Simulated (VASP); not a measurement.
The system is MgH2.

```
Mg H
1.0
     0.00000    2.31580    2.31580
     2.31580    0.00000    2.31580
     2.31580    2.31580    0.00000
Mg H
1 2
Direct
  0.00000 0.00000 0.00000
  0.25000 0.25000 0.25000
  0.75000 0.75000 0.75000
```

Measurements of this composition are mostly on another form, of space group No. 136.

The cell isn't the ideal one: volume scaled by 0.92.

```yaml
Program: VASP 6.6.1
Task: relaxation of cell and atoms
Functional: PBE0
Potentials_or_basis: VASP PAW PBE potentials, release 64 (Mg, H)
Cutoff: 600 eV
k_mesh: 5 × 5 × 5
Occupations: fermi-dirac, width 0.02 eV
Spin: no spin polarisation
```

At the start: pressure 4.4 GPa; volume 8.28 Å³/atom.

Task: Where does the relaxation end?

Result: Over 3 steps the energy falls by 8.2 meV/atom and the volume is 8.84 Å³/atom (+6.8 %); space group Fm-3m (No. 225, to 0.05 Å).

Step by step:
| step | energy change (eV) | largest force (eV/Å) | pressure (GPa) | volume (Å³) |
| --- | --- | --- | --- | --- |
| 1 | 0.0000 | 0.0000 | 4.42 | 24.84 |
| 2 | -0.0164 | 0.0000 | 1.97 | 25.67 |
| 3 | -0.0245 | 0.0000 | 0.01 | 26.53 |

Final structure:
```yaml
crystal:
  lattice:
    - [0.00000, 2.36732, 2.36732]
    - [2.36732, 0.00000, 2.36732]
    - [2.36732, 2.36732, 0.00000]
  atoms:
    - { symbol: Mg, position: [0.00000, 0.00000, 0.00000] }
    - { symbol: H, position: [0.25000, 0.25000, 0.25000] }
    - { symbol: H, position: [0.75000, 0.75000, 0.75000] }
```

Caveat: the k mesh is coarse (spacing up to 0.47 Å⁻¹), so the values aren't converged, least of all with exact exchange; the PAW data sets were made with another functional, which shifts forces and pressure a little.
